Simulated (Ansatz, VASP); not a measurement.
**One calculation of BaTiO3, two programs**

```
Ba Ti O
1.0
     3.95404    0.00000    0.00000
     0.00000    3.95404    0.00000
     0.00000    0.00000    4.01270
Ba Ti O
1 1 3
Direct
  0.00000 0.00000 0.00084
  0.50000 0.50000 0.48686
  0.50000 0.50000 0.02349
  0.50000 0.00000 0.51591
  0.00000 0.50000 0.51591
```

Alike in both runs: functional PBE; k mesh 8 × 8 × 8; occupations gaussian, width 0.02 eV; no spin polarisation.

Ansatz relaxed the structure, and its values are those at the end. VASP's run is a single point on that final structure, the one shown.

|  | VASP | Ansatz |
| --- | --- | --- |
| version | VASP 6.6.1 | Ansatz 0.2.0 |
| potentials or method | VASP PAW PBE potentials, release 64 (Ba_sv, Ti_sv, O) | scalar-relativistic, plane waves, PAW |
| plane-wave cutoff (eV) | 520 | 420 |
| valence electrons in the cell | 40 | 40 |

|  | VASP | Ansatz | Ansatz less VASP |
| --- | --- | --- | --- |
| gap on the k mesh at the Fermi level (eV) | 1.83 | 1.90 | +0.068 |
| least direct gap on the mesh (eV) | 2.16 | 2.19 | +0.027 |
| pressure (GPa) | 9.3 | 7.4 | -1.96 |
| rms of the force components (eV/Å) | 0.018 | 0.001 | -0.0175 |

Caveats: spin-orbit coupling is left out, which moves the levels of the heavy elements. A k mesh can miss the band edges.
